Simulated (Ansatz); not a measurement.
# MgS (zincblende): gap against strain (isotropic on every length)

Zincblende MgS, relaxed with r2SCAN in the plane-wave code Ansatz, then strained (isotropic on every length; changes of length per length, axes as in the cell below) with the atoms relaxed again within the symmetry that is left. It is cubic, F-43m (No. 216); a = 5.662 Å in the conventional setting, 22.69 Å³ an atom. Mg is surrounded by 4 S at 2.45 Å; S is surrounded by 4 Mg at 2.45 Å. Note: simulated data, non-magnetic, for a generated structure that need not be the stable one.

```
Mg S
1.0
     0.00000    2.83088    2.83088
     2.83088    0.00000    2.83088
     2.83088    2.83088    0.00000
Mg S
1 1
Cartesian
  0.0000 0.0000 0.0000
  1.4154 1.4154 1.4154
```

Gaps are the least over each mesh (PBE 8×8×8, r2SCAN 8×8×8, HSE06 6×6×6 when unstrained) and the special points, which keep their unstrained names; stress is the change from the unstrained cell, compression positive.

| strain (%) | gap, PBE (eV) | gap, r2SCAN (eV) | gap, HSE06 (eV) | edges, HSE06 | mean stress, r2SCAN (GPa) | energy rise, r2SCAN (meV/atom) |
| --- | --- | --- | --- | --- | --- | --- |
| -2.29 | 3.820 | 4.262 | 4.806 | Γ → X | +4.79 | 21.6 |
| -1.87 | 3.753 | 4.274 | 4.818 | Γ → X | +3.80 | 14.2 |
| -1.5 | 3.695 | 4.284 | 4.774 | Γ | +2.98 | 9.0 |
| 0.0 | 3.466 | 4.142 | 4.528 | Γ | 0.00 | 0.0 |
| +0.38 | 3.410 | 4.082 | 4.467 | Γ | -0.67 | 0.5 |
| +0.5 | 3.392 | 4.063 | 4.448 | Γ | -0.87 | 0.9 |

With HSE06 the edges change from Γ → X (indirect) to Γ (direct) between -1.87 and -1.5 %. With r2SCAN the edges change from Γ → X (indirect) to Γ (direct) between -1.5 and 0.0 %.

The meshes of the hybrids are coarse, so their gaps aren't converged to the digits shown.
